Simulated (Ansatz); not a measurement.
**AlV2C under changes of volume**

One of the cells (11.829 Å³/atom); the others are scaled copies at fixed shape and fractional positions:

```
V Al C
1.0
     2.88760    0.00000    0.00000
    -1.44380    2.50073    0.00000
     0.00000    0.00000   13.10482
V Al C
4 2 2
Direct
  0.33333 0.66667 0.91362
  0.66667 0.33333 0.08638
  0.66667 0.33333 0.41362
  0.33333 0.66667 0.58638
  0.66667 0.33333 0.75000
  0.33333 0.66667 0.25000
  0.00000 0.00000 0.50000
  0.00000 0.00000 0.00000
```

The cell comes from a database or a generator and needn't be the stable form of this composition.

* Program: Ansatz 0.2.0
* Functional: PBEsol
* Potentials or basis: Ansatz PAW
* Cutoff: 420 eV (not typed: the program's choice for these potentials)
* k mesh: 11 × 11 × 2
* Occupations: fermi-dirac, width 0.05 eV
* Spin: collinear spin, ferromagnetic start
* Starting moments: [2.0, 2.0, 2.0, 2.0, 0.0, 0.0, 0.0, 0.0] μB

| volume (Å³/atom) | energy over the lowest point (meV/atom) | pressure (GPa) | largest force (eV/Å) |
| --- | --- | --- | --- |
| 11.119 | 15.48 | 10.5 | 0.181 |
| 11.356 | 4.05 | 5.2 | 0.056 |
| 11.592 | 0.00 | 0.4 | 0.275 |
| 11.829 | 2.62 | -3.8 | 0.477 |
| 12.066 | ? | ? | ? |
| 12.302 | 25.28 | -11.2 | 0.836 |
| 12.539 | 44.19 | -14.3 | 0.995 |

Question: What does the run at 12.066 Å³/atom give?

Answer: Energy over the lowest point 11.25 meV/atom; pressure -7.7 GPa; largest force 0.664 eV/Å.

Worked out: A Birch-Murnaghan fit of order 3 (a polynomial in V^(-2/3)) to the other rows has its minimum at 11.61 Å³/atom with B0 = V·E''(V) = 219 GPa and B' = 4.1 at fixed shape and positions, which overstates the stiffness. It gives 11.27 meV/atom at 12.066 Å³/atom, against the run's 11.25, and -dE/dV = -7.7 GPa, against -7.7.

Energies are extrapolated to zero smearing.

Caveats: the PAW data sets come from PBE, with cores solved anew for the run's functional, which leaves a small shift of forces and pressure; the starting moments weren't kept.
